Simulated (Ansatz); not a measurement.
Crystal: BAs.

```
As B
1.0
     0.00000    2.38850    2.38850
     2.38850    0.00000    2.38850
     2.38850    2.38850    0.00000
As B
1 1
Direct
  0.75000 0.75000 0.75000
  0.00000 0.00000 0.00000
```

Base run:

* Program: Ansatz 0.2.0
* Functional: BLYP
* Potentials or basis: all-electron LAPW, scalar-relativistic
* Cutoff: 316 eV (chosen from the basis error)
* Basis error allowed: 0.001 eV/atom
* k mesh: 10 × 10 × 10
* Occupations: fermi-dirac, width 0.05 eV
* Spin: no spin polarisation

Its results: band gap on the k mesh 1.41 eV, indirect (least direct gap 3.37 eV); pressure 7.9 GPa.

Q: The run is repeated on the same cell with these changes: functional from BLYP to PBE; occupations from fermi-dirac, width 0.05 eV to gaussian, width 0.022 eV. What comes out?

A: Band gap on the k mesh 1.19 eV, indirect (least direct gap 3.28 eV); pressure 2.7 GPa.
